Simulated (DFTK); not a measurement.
MgB2 under changes of volume

One of the cells (9.679 Å³/atom); the others are scaled copies at fixed shape and fractional positions:

```xyz
3
Lattice="3.0850 0.0000 0.0000 -1.5425 2.6717 0.0000 0.0000 0.0000 3.5230" Properties=species:S:1:pos:R:3 pbc="T T T"
Mg    0.0000    0.0000    0.0000
B     1.5425    0.8906    1.7615
B     0.0000    1.7811    1.7615
```

- Program: DFTK 0.8.2
- Functional: PBEsol
- Potentials or basis: dojo.nc.sr.pbesol.v0_4_1.standard.upf (PBEsol)
- Cutoff: 1143 eV
- k mesh: 10 × 10 × 8
- Occupations: fermi-dirac, width 0.05 eV
- Spin: no spin polarisation

```csv
volume (Å³/atom),energy over the lowest point (meV/atom),pressure (GPa)
9.098,?,?
9.292,2.54,3.8
9.485,0.00,0.4
9.679,1.35,-2.7
9.873,6.21,-5.4
10.066,14.28,-8.0
10.260,25.28,-10.3
```

Q: What does the run at 9.098 Å³/atom give?

A: Energy over the lowest point 9.33 meV/atom; pressure 7.4 GPa.

Worked out: A Birch-Murnaghan fit of order 3 (a polynomial in V^(-2/3)) to the other rows has its minimum at 9.51 Å³/atom with B0 = V·E''(V) = 156 GPa and B' = 3.7 at fixed shape and positions, which overstates the stiffness. It gives 9.37 meV/atom at 9.098 Å³/atom, against the run's 9.33, and -dE/dV = 7.5 GPa, against 7.4.

Energies are extrapolated to zero smearing.
